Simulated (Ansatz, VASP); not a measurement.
# TiAl in VASP and in Ansatz

```
Ti Al
1.0
     3.01800    0.00000    0.00000
     0.00000    3.01800    0.00000
     0.00000    0.00000    3.01800
Ti Al
1 1
Direct
  0.53511 0.52975 0.54409
  0.97773 0.01919 0.96448
```

Alike in both runs: task single point; functional LDA; k mesh 7 × 7 × 7; occupations fermi-dirac, width 0.01 eV; no spin polarisation.

```csv
,VASP,Ansatz
version,VASP 6.6.1,Ansatz 0.2.0
potentials or method,"VASP PAW LDA potentials, release 64 (Ti_sv, Al)","plane waves, PAW"
plane-wave cutoff (eV),520,540
valence electrons in the cell,15,15
```

```csv
,VASP,Ansatz,Ansatz less VASP
pressure (GPa),21.2,21.0,-0.17
largest component of the traceless stress (GPa),5.23,5.20,-0.027
rms of the force components (eV/Å),1.738,1.730,-0.0075
```

Atom by atom the forces differ by 0.008 eV/Å (rms over components). Ansatz warned: «stress_scf_threshold_loose».

Caveats: so large a pressure means that the cell lies far from this level's equilibrium, or that cutoff or potentials fall short (VASP); forces of over 1 eV/Å show positions far from the minimum, so gaps and moduli don't describe the material at rest.
